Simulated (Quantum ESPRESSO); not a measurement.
AlN in Quantum ESPRESSO: convergence with smearing width

Input of the first run (smearing width 0.5 eV); the others differ in this setting and in those tied to it:

pw.in

```
&CONTROL
  calculation = 'scf'
  prefix = 'pwscf'
  outdir = './tmp'
  pseudo_dir = './pseudo'
  tprnfor = .true.
  tstress = .true.
  disk_io = 'nowf'
/
&SYSTEM
  ibrav = 0
  nat = 2
  ntyp = 2
  ecutwfc = 84
  nbnd = 9
  occupations = 'smearing'
  smearing = 'fd'
  degauss = 0.03674932
/
&ELECTRONS
  conv_thr = 4d-10
  electron_maxstep = 120
  mixing_beta = 0.5
/
ATOMIC_SPECIES
Al    26.9815 Al.upf
N     14.0070 N.upf
CELL_PARAMETERS angstrom
   0.0000000000    2.1839935596    2.1839935596
   2.1839935596    0.0000000000    2.1839935596
   2.1839935596    2.1839935596    0.0000000000
ATOMIC_POSITIONS crystal
Al     0.0003530000   -0.0059770000    0.0112680000
N      0.2477940000    0.2561980000    0.2419040000
K_POINTS automatic
10 10 10 0 0 0
```

Potentials or basis: PseudoDojo 0.4 SR PBEsol stringent.

The run is started by

```sh
$ OMP_NUM_THREADS=1 pw.x -in pw.in > pw.out
```

The cell isn't the ideal one: atoms moved at random, drawn with an rms of 0.05 Å.

The cell comes from a database or a generator and needn't be the stable form of this composition.

Hardware: 1 thread of Intel(R) Xeon(R) Platinum 8488C (Sapphire Rapids) (shared host).

**Question.** The values tried are 0.5 eV, 0.3 eV, 0.2 eV, 0.136 eV, 0.1 eV, 0.05 eV, 0.025 eV, 0.01 eV, loosest first. From which on does the energy stay within 1 meV/atom of the tightest run that finished?

**Answer.** From 0.3 eV on.

```tsv
smearing width	energy less the tightest run, at zero smearing (meV/atom)	pressure (GPa)	largest force (eV/Å)	gap on the mesh (eV)	SCF cycles	CPU time (s)	peak memory (GiB)
0.5 eV	6.26	1.67	0.760	3.044	10	88	0.17
0.3 eV	0.33	1.58	0.762	3.035	10	87	0.17
0.2 eV	0.01	1.57	0.762	3.034	10	93	0.17
0.136 eV	0.00	1.57	0.762	3.034	10	89	0.17
0.1 eV	0.00	1.57	0.762	3.034	10	93	0.17
0.05 eV	0.00	1.57	0.762	3.034	10	89	0.17
0.025 eV	0.00	1.57	0.762	3.034	10	90	0.17
0.01 eV	0.00	1.57	0.762	3.034	10	90	0.16
```

Against the tightest run, the pressure stays within 0.1 GPa from 0.5 eV on; the largest force stays within 0.005 eV/Å from 0.5 eV on; the gap on the mesh stays within 0.01 eV from 0.5 eV on. The tightest run that finished is the yardstick and may itself not be fully converged.
